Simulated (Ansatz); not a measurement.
# How far is this NaI from the hull?

All numbers below come from Ansatz 0.2.0, DFT PBE+D3(BJ), scalar-relativistic, plane waves, PAW. All cells share a 420 eV cutoff and Γ-centred k meshes spaced at most about 0.3 Å⁻¹ (2π included). No spin polarisation.

Energies over the elements count from the elements' standard structures at the same level, with no fitted energy shifts.

Temperature and zero-point effects are left out. Spin–orbit coupling, which can matter for I, is left out.

The competitors are the elements and 1 reference phase of this chemical system (from databases or known types: NaI), relaxed at the same level; other known phases may be missing.

The candidate was reached from: sheets of the NaI type stacked, one a cell.

```yaml
crystal:
  lattice:
    - [2.38247, -3.39649, 0.00000]
    - [2.38247, 3.39649, 0.00000]
    - [0.00000, 0.00000, 4.10478]
  atoms:
    - { symbol: Na, position: [0.00000, 0.00000, 0.00000] }
    - { symbol: I, position: [0.50000, 0.50000, 0.50000] }
```

Question: Is it stable, and against what?

Answer: Not the lowest form: another structure of the same formula lies lower. Its formation energy is -1.175 eV/atom. The lowest competing phase at this composition is this:

| phase | space group | source | share of atoms | ΔE_f (eV/atom) |
| --- | --- | --- | --- | --- |
| NaI | Fm-3m (No. 225) | Materials Project | 1.0000 | -1.310 |

The candidate lies 135 meV/atom above this phase (136 meV/atom from unrounded values). The candidate matches no cell in the subsets of the Crystallography Open Database and the Materials Project at hand. It is metastable at best. Whether it is a true minimum wasn't tested by phonons.
